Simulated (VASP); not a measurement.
# MgS (F-43m) in VASP: settings compared

The runs below take MgS through band structure, G0W0 quasiparticle levels, with PBEsol, TB-mBJ.

Program: VASP 6.6.1. These are calculated values, not measurements. Logs are shortened: lines on timing, memory, paths and dates and some standing lists are left out, and cuts for length are marked.

### 1 The crystal as given

Symmetry: F-43m, No. 216, cubic system. Conventional cell: a = 5.666 Å, b = 5.666 Å, c = 5.666 Å, α = 90.00°, β = 90.00°, γ = 90.00°. Around S (site symmetry -43m) lie 4 Mg at 2.45 Å. Mg (site symmetry -43m) is surrounded by 4 S at 2.45 Å.

The cell comes from a database or a generator and needn't be the stable form of this composition.

### 2 Band structure, PBEsol

Contents of INCAR:

```
SYSTEM = MgS
PREC = Accurate
ENCUT = 520
EDIFF = 1E-6
ISMEAR = 0
SIGMA = 0.02
LREAL = .False.
LASPH = .True.
NELM = 100
ALGO = Normal
ISIF = 2
LWAVE = .False.
LCHARG = .False.
GGA = PS
```

Contents of KPOINTS:

```
Automatic mesh
0
Gamma
  8 8 8
  0 0 0
```

Contents of POSCAR:

```
MgS
1.0
    0.0000000000      2.8331200468      2.8331200468
    2.8331200468      0.0000000000      2.8331200468
    2.8331200468      2.8331200468      0.0000000000
S Mg
1 1
Direct
    0.2500000000      0.2500000000      0.2500000000
    0.0000000000      0.0000000000      0.0000000000
```

Contents of KPOINTS_OPT:

```
path GXWKGLUWLK,UX
15
line-mode
reciprocal
 0.0000000000  0.0000000000  0.0000000000  G
 0.5000000000  0.0000000000  0.5000000000  X

 0.5000000000  0.0000000000  0.5000000000  X
 0.5000000000  0.2500000000  0.7500000000  W

 0.5000000000  0.2500000000  0.7500000000  W
 0.3750000000  0.3750000000  0.7500000000  K

 0.3750000000  0.3750000000  0.7500000000  K
 0.0000000000  0.0000000000  0.0000000000  G

 0.0000000000  0.0000000000  0.0000000000  G
 0.5000000000  0.5000000000  0.5000000000  L

 0.5000000000  0.5000000000  0.5000000000  L
 0.6250000000  0.2500000000  0.6250000000  U

 0.6250000000  0.2500000000  0.6250000000  U
 0.5000000000  0.2500000000  0.7500000000  W

 0.5000000000  0.2500000000  0.7500000000  W
 0.5000000000  0.5000000000  0.5000000000  L

 0.5000000000  0.5000000000  0.5000000000  L
 0.3750000000  0.3750000000  0.7500000000  K

 0.6250000000  0.2500000000  0.6250000000  U
 0.5000000000  0.0000000000  0.5000000000  X
```

Potentials or basis: VASP PAW PBE potentials, release 64 (S, Mg).

Command:

```console
> cat potpaw_PBE.64/S/POTCAR potpaw_PBE.64/Mg/POTCAR > POTCAR
> mpirun -np 1 vasp_std > vasp.out
```

OUTCAR:

```text
SYSTEM = MgS
   PREC = Accurate
   ENCUT = 520
   EDIFF = 1E-6
   ISMEAR = 0
   LREAL = .False.
   LASPH = .True.
   NELM = 100
   ISIF = 2
   GGA = PS

 ion  position               nearest neighbor table
   1  0.250  0.250  0.250-   2 2.45   2 2.45   2 2.45   2 2.45
   2  0.000  0.000  0.000-   1 2.45   1 2.45   1 2.45   1 2.45

  LATTYP: Found a face centered cubic cell.
 ALAT       =     5.6662400936

  Lattice vectors:

 A1 = (   0.0000000000,   2.8331200468,   2.8331200468)
 A2 = (   2.8331200468,   0.0000000000,   2.8331200468)
 A3 = (   2.8331200468,   2.8331200468,   0.0000000000)

Analysis of symmetry for initial positions (statically):
=====================================================================
 Subroutine PRICEL returns:
 Original cell was already a primitive cell.

 Routine SETGRP: Setting up the symmetry group for a
 face centered cubic supercell.

 Subroutine GETGRP returns: Found 24 space group operations
 (whereof 24 operations were pure point group operations)
 out of a pool of 48 trial point group operations.

The static configuration has the point symmetry T_d .

Analysis of symmetry for dynamics (positions and initial velocities):
=====================================================================
 Subroutine PRICEL returns:
 Original cell was already a primitive cell.

 Routine SETGRP: Setting up the symmetry group for a
 face centered cubic supercell.

 Subroutine GETGRP returns: Found 24 space group operations
 (whereof 24 operations were pure point group operations)
 out of a pool of 48 trial point group operations.

The dynamic configuration has the point symmetry T_d .

 Subroutine INISYM returns: Found 24 space group operations
 (whereof 24 operations are pure point group operations),
 and found     1 'primitive' translations

----------------------------------------------------------------------------------------

                                     Primitive cell

  volume of cell :      45.4805

  direct lattice vectors                    reciprocal lattice vectors
     0.000000000  2.833120047  2.833120047    -0.176483874  0.176483874  0.176483874
     2.833120047  0.000000000  2.833120047     0.176483874 -0.176483874  0.176483874
     2.833120047  2.833120047  0.000000000     0.176483874  0.176483874 -0.176483874

  length of vectors
     4.006636794  4.006636794  4.006636794     0.305679036  0.305679036  0.305679036

  position of ions in fractional coordinates (direct lattice)
     0.250000000  0.250000000  0.250000000
     0.000000000  0.000000000  0.000000000

  ion indices of the primitive-cell ions
   primitive index   ion index
                 1           1
                 2           2

----------------------------------------------------------------------------------------

 KPOINTS: Automatic mesh

Automatic generation of k-mesh.
 Grid dimensions read from file:
 generate k-points for:    8    8    8

 Generating k-lattice:

  Cartesian coordinates                     Fractional coordinates (reciprocal lattice)
    -0.022060484  0.022060484  0.022060484     0.125000000  0.000000000  0.000000000
     0.022060484 -0.022060484  0.022060484     0.000000000  0.125000000  0.000000000
     0.022060484  0.022060484 -0.022060484     0.000000000  0.000000000  0.125000000

  Length of vectors
     0.038209879  0.038209879  0.038209879

  Shift w.r.t. Gamma in fractional coordinates (k-lattice)
     0.000000000  0.000000000  0.000000000

 Subroutine IBZKPT returns following result:
 ===========================================

 Found     29 irreducible k-points:

 Following reciprocal coordinates:
            Coordinates               Weight
  0.000000  0.000000  0.000000      1.000000
  0.125000  0.000000  0.000000      8.000000
  0.250000  0.000000  0.000000      8.000000
  0.375000  0.000000  0.000000      8.000000
  0.500000  0.000000  0.000000      4.000000
  0.125000  0.125000  0.000000      6.000000
[... 16 lines left out ...]
  0.500000  0.250000  0.125000     48.000000
 -0.375000  0.250000  0.125000     24.000000
 [... further k-points ...]
   k-points           NKPTS =     29   k-points in BZ     NKDIM =     29   number of bands    NBANDS=      8
   number of dos      NEDOS =    301   number of ions     NIONS =      2
   total plane-waves  NPLWV =  27000
   dimension x,y,z NGX =    30 NGY =   30 NGZ =   30
   dimension x,y,z NGXF=    60 NGYF=   60 NGZF=   60
   ions per type =               1   1
   NGX,Y,Z   is equivalent  to a cutoff of  12.45, 12.45, 12.45 a.u.
   NGXF,Y,Z  is equivalent  to a cutoff of  24.90, 24.90, 24.90 a.u.
 SYSTEM =  MgS
   PREC   = accura    normal or accurate (medium, high low for compatibility)
   ISTART =      0    job   : 0-new  1-cont  2-samecut
   ICHARG =      2    charge: 1-file 2-atom 10-const
   ISPIN  =      1    spin polarized calculation?
   LNONCOLLINEAR =      F non collinear calculations
   LSORBIT =      F    spin-orbit coupling
   LASPH  =      T    aspherical Exc in radial PAW
   ENCUT  =  520.0 eV  38.22 Ry    6.18 a.u.   7.45  7.45  7.45*2*pi/ulx,y,z
   NELM   =    100;   NELMIN=  2; NELMDL= -5     # of ELM steps
   EDIFF  = 0.1E-05   stopping-criterion for ELM
   LREAL  =      F    real-space projection
   EDIFFG = 0.1E-04   stopping-criterion for IOM
   NSW    =      0    number of steps for IOM
   IBRION =     -1    ionic relax: 0-MD 1-quasi-New 2-CG
   NFREE  =      0    steps in history (QN), initial steepest desc. (CG)
   ISIF   =      2    stress and relaxation
   ISYM   =      2    0-nonsym 1-usesym 2-fastsym
   POTIM  = 0.5000    time-step for ionic-motion
   TEBEG  =    0.0;   TEEND  =   0.0 temperature during run
   PSTRESS=    0.0 pullay stress
   NELECT =       8.0000    total number of electrons
   NUPDOWN=      -1.0000    fix difference up-down
   EMIN   =  10.00;   EMAX   =-10.00  energy-range for DOS
   EFERMI =   0.00;   METHOD = LEGACY
   ISMEAR =     0;   SIGMA  =   0.02  broadening in eV -4-tet -1-fermi 0-gaus
   EFERMI_NEDOS =   21; number of points for ismear=-14 and -15
   IALGO  =     38    algorithm
   IMIX   =      4    mixing-type and parameters
     AMIX     =   0.40;   BMIX     =  1.00
     AMIX_MAG =   1.60;   BMIX_MAG =  1.00
  volume/ion in A,a.u.               =      22.74       153.46
  Fermi-wavevector in a.u.,A,eV,Ry     =   0.917269  1.733386 11.447692  0.841382
  Thomas-Fermi vector in A             =   2.042218
   LORBIT       =      0    0 simple, 1 ext, 2 COOP (PROOUT), +10 PAW based schemes
   GGA     = PS    functional components
   LHFCALC =     F    Hartree Fock is set to
   AEXX    =    0.0000 exact exchange contribution
   IVDW    =     0    specifies the selected vdW correction
   LEPSILON=     F    determine dielectric tensor
   LRPA    =     F    only Hartree local field effects (RPA)
 non-spin polarized calculation
 Gauss-broadening in eV      SIGMA  =   0.02
  energy-cutoff  :      520.00
  volume of cell :       45.48
 maximum number of plane-waves:      1243
 NGX is ok and might be reduce to    30
   NGX = 15   NGY = 15   NGZ = 15

 number of electron       8.0000001 magnetization

 Free energy of the ion-electron system (eV)
  ---------------------------------------------------
  ext. energy  EPLUGINS =         0.00000000
  ---------------------------------------------------
  free energy    TOTEN  =        -8.91697804 eV

  energy without entropy =       -8.91697804  energy(sigma->0) =       -8.91697804

 E-fermi :   1.0943     XC(G=0):  -8.5678

 val. band max:        0.9865408592   @ k =   0.0000   0.0000   0.0000
 cond. band min:       4.2715939870   @ k =   0.0000   0.0000   0.0000
 fundamental gap:      3.2850531278
 Fermi energy:         1.0943386037

 k-point     1 :       0.0000    0.0000    0.0000
  band No.  band energies     occupation
      1     -10.2749      2.00000
      2       0.9865      2.00000
      3       0.9865      2.00000
      4       0.9865      2.00000
      5       4.2716      0.00000
      6       8.8535      0.00000
      7       8.8535      0.00000
      8       8.8535      0.00000

 k-point     2 :       0.1250    0.0000    0.0000
  band No.  band energies     occupation
      1     -10.1866      2.00000
      2       0.2865      2.00000
      3       0.9327      2.00000
      4       0.9327      2.00000
      5       4.9467      0.00000
      6       8.6566      0.00000
      7       9.0311      0.00000
      8       9.0311      0.00000

 k-point     3 :       0.2500    0.0000    0.0000
  band No.  band energies     occupation
      1      -9.9578      2.00000
      2      -0.9007      2.00000
      3       0.8113      2.00000
      4       0.8113      2.00000
      5       5.8128      0.00000
      6       8.6643      0.00000
      7       9.0611      0.00000
      8       9.0611      0.00000

 k-point     4 :       0.3750    0.0000    0.0000
  band No.  band energies     occupation
      1      -9.7015      2.00000
      2      -1.8347      2.00000
      3       0.7001      2.00000
      4       0.7001      2.00000
      5       6.0010      0.00000
      6       8.6974      0.00000
      7       8.6974      0.00000
      8       9.1812      0.00000

 k-point     5 :       0.5000    0.0000    0.0000
  band No.  band energies     occupation
      1      -9.5850      2.00000
      2      -2.1890      2.00000
      3       0.6567      2.00000
      4       0.6567      2.00000
      5       5.9740      0.00000
      6       8.5248      0.00000
      7       8.5248      0.00000
      8       9.3992      0.00000
[... 177 lines left out ...]
 k-point    22 :       0.3750    0.2500    0.1250
  band No.  band energies     occupation
      1      -9.7807      2.00000
      2      -1.1070      2.00000
      3       0.1298      2.00000
      4       0.6046      2.00000
      5       6.5449      0.00000
      6       7.8402      0.00000
      7       8.4591      0.00000
      8      10.1042      0.00000

 k-point    23 :       0.5000    0.2500    0.1250
  band No.  band energies     occupation
      1      -9.5679      2.00000
      2      -1.6120      2.00000
      3      -0.2247      2.00000
      4       0.4260      2.00000
      5       6.8261      0.00000
      6       7.6456      0.00000
      7       8.7829      0.00000
      8       9.9414      0.00000

 k-point    24 :      -0.3750    0.2500    0.1250
  band No.  band energies     occupation
      1      -9.4733      2.00000
      2      -1.8300      2.00000
      3      -0.3304      2.00000
      4       0.3300      2.00000
      5       6.9085      0.00000
      6       7.3555      0.00000
      7       9.6251      0.00000
      8       9.7418      0.00000

 [... further k-points ...]

------------------------ aborting loop because EDIFF is reached ----------------------------------------

  FORCE on cell =-STRESS in cart. coord.  units (eV):
  Direction    XX          YY          ZZ          XY          YZ          ZX
  --------------------------------------------------------------------------------------
  -------------------------------------------------------------------------------------
  Total       -0.1480621     -0.1480621     -0.1480621     -0.0000000     -0.0000000      0.0000000
  in kB       -5.2159035     -5.2159035     -5.2159035     -0.0000000     -0.0000000      0.0000000
  external PRESSURE =      -5.2159035 kB  Pullay stress =       0.0000000 kB

 VOLUME and BASIS-vectors are now :
 -----------------------------------------------------------------------------
  energy-cutoff  :      520.00
  volume of cell :       45.48
      direct lattice vectors                 reciprocal lattice vectors
     0.000000000  2.833120047  2.833120047    -0.176483874  0.176483874  0.176483874
     2.833120047  0.000000000  2.833120047     0.176483874 -0.176483874  0.176483874
     2.833120047  2.833120047  0.000000000     0.176483874  0.176483874 -0.176483874

 POSITION                                       TOTAL-FORCE (eV/Angst)
 -----------------------------------------------------------------------------------
      1.41656      1.41656      1.41656         0.000000      0.000000      0.000000
      0.00000      0.00000      0.00000        -0.000000     -0.000000     -0.000000
 -----------------------------------------------------------------------------------
    total drift:                                0.000000      0.000000      0.000000

  FREE ENERGIE OF THE ION-ELECTRON SYSTEM (eV)
  ---------------------------------------------------
  free  energy   TOTEN  =        -8.9169780445 eV

  energy  without entropy=       -8.9169780445  energy(sigma->0) =       -8.91697804
```

Run time: 42 s. Hardware: 1 thread of Intel Xeon Platinum 8259CL at 2.50GHz (Skylake/Cascade Lake), shared host; peak memory 0.17 GiB.

What came out:

```yaml
Free_energy: -8.9170 eV
Pressure: -0.5 GPa
Band_gap_on_the_k_mesh: 3.29 eV, direct
Band_gap_along_the_path: 3.29 eV, direct
```

Levels at the corners of the path, in eV from the valence-band top:
```tsv
point	band 1	band 2	band 3	band 4	band 5	band 6	band 7	band 8
Γ	-11.26	0.00	0.00	0.00	3.29	7.87	7.87	7.87
X	-10.35	-2.85	-1.05	-1.05	3.71	5.54	11.01	12.14
X	-10.35	-2.85	-1.05	-1.05	3.71	5.54	11.01	12.14
W	-10.34	-2.32	-1.87	-1.35	5.38	7.87	8.06	8.41
W	-10.34	-2.32	-1.87	-1.35	5.38	7.87	8.06	8.41
K	-10.36	-2.51	-1.91	-0.82	4.68	6.88	9.47	10.06
K	-10.36	-2.51	-1.91	-0.82	4.68	6.88	9.47	10.06
Γ	-11.26	0.00	0.00	0.00	3.29	7.87	7.87	7.87
Γ	-11.26	0.00	0.00	0.00	3.29	7.87	7.87	7.87
L	-10.57	-3.18	-0.33	-0.33	4.99	7.54	7.54	8.41
L	-10.57	-3.18	-0.33	-0.33	4.99	7.54	7.54	8.41
U	-10.36	-2.51	-1.91	-0.82	4.68	6.88	9.47	10.06
U	-10.36	-2.51	-1.91	-0.82	4.68	6.88	9.47	10.06
W	-10.34	-2.32	-1.87	-1.35	5.38	7.87	8.06	8.41
W	-10.34	-2.32	-1.87	-1.35	5.38	7.87	8.06	8.41
L	-10.57	-3.18	-0.33	-0.33	4.99	7.54	7.54	8.41
L	-10.57	-3.18	-0.33	-0.33	4.99	7.54	7.54	8.41
K	-10.36	-2.51	-1.91	-0.82	4.68	6.88	9.47	10.06
U	-10.36	-2.51	-1.91	-0.82	4.68	6.88	9.47	10.06
X	-10.35	-2.85	-1.05	-1.05	3.71	5.54	11.01	12.14
```

Caveat: the PAW data sets were made with another functional, which shifts forces and pressure a little. As with any semilocal functional, this PBEsol gap is likely too small.

### 3 Band structure, TB-mBJ

POSCAR is that of step 2.

Contents of INCAR.step1:

```
SYSTEM = MgS
PREC = Accurate
ENCUT = 520
EDIFF = 1E-5
ISMEAR = 0
SIGMA = 0.02
LREAL = .False.
LASPH = .True.
NELM = 100
ALGO = Normal
ISIF = 2
LWAVE = .True.
LCHARG = .False.
GGA = PE
```

Contents of INCAR.step2:

```
SYSTEM = MgS
PREC = Accurate
ENCUT = 520
EDIFF = 1E-6
ISMEAR = 0
SIGMA = 0.02
LREAL = .False.
LASPH = .True.
NELM = 100
ALGO = Normal
ISIF = 2
LWAVE = .False.
LCHARG = .False.
METAGGA = MBJ
ISTART = 1
```

KPOINTS is that of step 2.

KPOINTS_OPT is that of step 2.

Potentials or basis: VASP PAW PBE potentials, release 64 (S, Mg).

Command:

```console
> cat potpaw_PBE.64/S/POTCAR potpaw_PBE.64/Mg/POTCAR > POTCAR
> cp INCAR.step1 INCAR
> mpirun -np 1 vasp_std > vasp.out
> cp INCAR.step2 INCAR
> mpirun -np 1 vasp_std > vasp.out
```

It took 1.9 min on 1 thread of Intel Xeon Platinum 8259CL at 2.50GHz (Skylake/Cascade Lake), shared host; peak memory 0.18 GiB.

The run converged. Its results:

| Property | Result |
| --- | --- |
| Band gap on the k mesh | 5.04 eV, direct |
| Band gap along the path | 5.04 eV, direct |

Levels at the corners of the path, in eV from the valence-band top:
```
point  band 2  band 3  band 4  band 5  band 6  band 7
    Γ    0.00    0.00    0.00    5.04    9.02    9.02
    X   -2.43   -0.89   -0.89    5.30    6.84   12.52
    X   -2.43   -0.89   -0.89    5.30    6.84   12.52
    W   -1.96   -1.56   -1.08    6.78    9.09    9.17
    W   -1.96   -1.56   -1.08    6.78    9.09    9.17
    K   -2.13   -1.57   -0.70    6.18    8.09   10.68
    K   -2.13   -1.57   -0.70    6.18    8.09   10.68
    Γ    0.00    0.00    0.00    5.04    9.02    9.02
    Γ    0.00    0.00    0.00    5.04    9.02    9.02
    L   -2.67   -0.29   -0.29    6.46    8.72    8.72
    L   -2.67   -0.29   -0.29    6.46    8.72    8.72
    U   -2.13   -1.57   -0.70    6.18    8.09   10.68
    U   -2.13   -1.57   -0.70    6.18    8.09   10.68
    W   -1.96   -1.56   -1.08    6.78    9.09    9.17
    W   -1.96   -1.56   -1.08    6.78    9.09    9.17
    L   -2.67   -0.29   -0.29    6.46    8.72    8.72
    L   -2.67   -0.29   -0.29    6.46    8.72    8.72
    K   -2.13   -1.57   -0.70    6.18    8.09   10.68
    U   -2.13   -1.57   -0.70    6.18    8.09   10.68
    X   -2.43   -0.89   -0.89    5.30    6.84   12.52
```

Caveat: the PAW data sets were made with another functional, which shifts forces and pressure a little.

(Continued in part 2 of 2.)
